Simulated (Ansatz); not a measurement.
## Moving the pressure in Ir

The cell as given:

It takes space group Fm-3m (No. 225, cubic). The conventional cell has a = 3.831 Å, b = 3.831 Å, c = 3.831 Å, α = 90.00°, β = 90.00°, γ = 90.00°. Ir (site symmetry m-3m) is surrounded by 12 Ir at 2.71 Å.

Kept alike: task relaxation of cell and atoms; functional PBEsol; k mesh 12 × 12 × 12; occupations fermi-dirac, width 0.05 eV; no spin polarisation. Program: Ansatz, Ansatz PAW, cutoff 420 eV. The mesh is that of the run's cell of 1 atom. No spin-orbit coupling.

| pressure, P (GPa) | volume (Å³/atom) |
| --- | --- |
| 0 | 14.034 |
| 2 | 13.962 |
| 5 | 13.859 |
| 10 | 13.697 |
| 20 | 13.404 |
| 30 | 13.143 |

The relaxations keep at least the cell's symmetry (Fm-3m). For a metal such a mesh leaves the last digits unconverged. The runs follow the start's structure, whether or not it is the stable one at these pressures. All rows use potentials made for PBE.

**Question.** What does the pressure change here?

**Answer.** The volume falls from 14.034 to 13.143 Å³/atom between 0 and 30 GPa. The volume falls ever more slowly, since the solid stiffens under load. At the pressures aimed at, which the runs meet within some tenths of a GPa, the step from 0 to 5 GPa gives a mean bulk modulus near 398 GPa, the last step 509 GPa.
